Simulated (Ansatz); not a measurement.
A run of Ansatz 0.2.0 is set up as follows.

input.yaml

```yaml
crystal:
  lattice:
    - [0.0, 2.325, 2.325]
    - [2.325, 0.0, 2.325]
    - [2.325, 2.325, 0.0]
  atoms:
    - { symbol: Hf, position: [0.5, 0.5, 0.5] }
    - { symbol: C, position: [0.0, 0.0, 0.0] }
kpoints:
  mp_grid: { grid: [10, 10, 10] }
  band_path:
    path:
      - [0.0, 0.0, 0.0]
      - [0.5, 0.0, 0.5]
      - [0.5, 0.25, 0.75]
      - [0.375, 0.375, 0.75]
      - [0.0, 0.0, 0.0]
      - [0.5, 0.5, 0.5]
      - [0.625, 0.25, 0.625]
      - [0.5, 0.25, 0.75]
    npoints: 8
scf:
  occupations: { method: fermi_dirac, width: 0.05 }
hamiltonian:
  xc: pbesol
  pseudopotentials: { kind: all_electron, lapw: { basis_error: 0.001 } }
output:
  forces: true
  stress: true
  eigenvalues: true
```

Potentials or basis: all-electron LAPW, scalar-relativistic.

Launch:

```console
$ ansatz run input.yaml --threads 1 --pin off --max-ram 3072MiB --backend cpu --events-out ev --progress --plain --runs-dir out
```

**Question.** Estimate the band gap along the path.

**Answer.** None (metal or under the smearing width).

**Question.** Estimate the pressure.

**Answer.** -6.5 GPa.

Levels at the corners of the path, in eV from the Fermi level:
```csv
point,band 22,band 23,band 24,band 25,band 26,band 27
Γ,1.03,1.03,1.03,1.27,1.27,1.27
X,-2.66,-1.89,-0.10,-0.10,5.22,6.65
W,-3.04,-2.78,-2.78,3.60,3.60,6.66
K,-3.58,-2.80,-1.68,1.51,5.69,6.09
Γ,1.03,1.03,1.03,1.27,1.27,1.27
L,-6.24,-3.07,-3.07,5.22,5.22,5.68
U,-3.58,-2.80,-1.68,1.51,5.69,6.09
W,-3.04,-2.78,-2.78,3.60,3.60,6.66
```

Caveat: spin-orbit coupling is left out, which moves the levels of the heavy elements.
